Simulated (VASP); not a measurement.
Set up this calculation in VASP 6.6.1, as the native input.

| Property | Result |
| --- | --- |
| Task | relaxation of cell and atoms |
| Functional | r2SCAN |
| Potentials or basis | VASP PAW PBE potentials, release 64 (Cd, Te) |
| Cutoff | 600 eV |
| k mesh | 8 × 8 × 8 |
| Occupations | gaussian, width 0.03 eV |
| Spin | no spin polarisation |
| Further INCAR settings | ALGO = Normal; EDIFF = 1e-07; IBRION = 2; EDIFFG = -0.005; NSW = 90; ISIF = 3 |

The structure of CdTe lies in POSCAR:

```
CdTe                                    
1.0
    0.0000000000      3.2804065418      3.2804065418
    3.2804065418      0.0000000000      3.2804065418
    3.2804065418      3.2804065418     -0.0000000000
  Cd              Te            
     1     1
Direct
     0.0000000000000000    0.0000000000000000    0.0000000000000000
     0.2500000000000000    0.2500000000000000    0.2500000000000000
```

The input as run:

INCAR

```
SYSTEM = CdTe
PREC = Accurate
ENCUT = 600
EDIFF = 1E-7
ISMEAR = 0
SIGMA = 0.03
LREAL = .FALSE.
LASPH = .TRUE.
NELM = 80
ALGO = Normal
ISIF = 3
LWAVE = .FALSE.
LCHARG = .FALSE.
METAGGA = R2SCAN
LMIXTAU = .TRUE.
IBRION = 2
NSW = 90
EDIFFG = -0.005
```

KPOINTS

```
regular mesh
0
G
  8 8 8
  0 0 0
```

Potentials or basis: VASP PAW PBE potentials, release 64 (Cd, Te).

The run is started by

```bash
$ cat potpaw_PBE.64/Cd/POTCAR potpaw_PBE.64/Te/POTCAR > POTCAR
$ mpirun -np 1 vasp_std > vasp.out
```

Results of the run:

* Pressure after relaxing: 0.0 GPa
* Band gap on the k mesh: 1.15 eV, direct

Caveat: the relaxation stopped at its first step, so nothing moved; the PAW data sets were made with another functional, which shifts forces and pressure a little; spin-orbit coupling is left out, which moves the levels of the heavy elements.

Run time: 3.2 min on 1 thread of Intel(R) Xeon(R) Platinum 8488C (Sapphire Rapids), with other jobs on the host, peak memory 0.27 GiB.
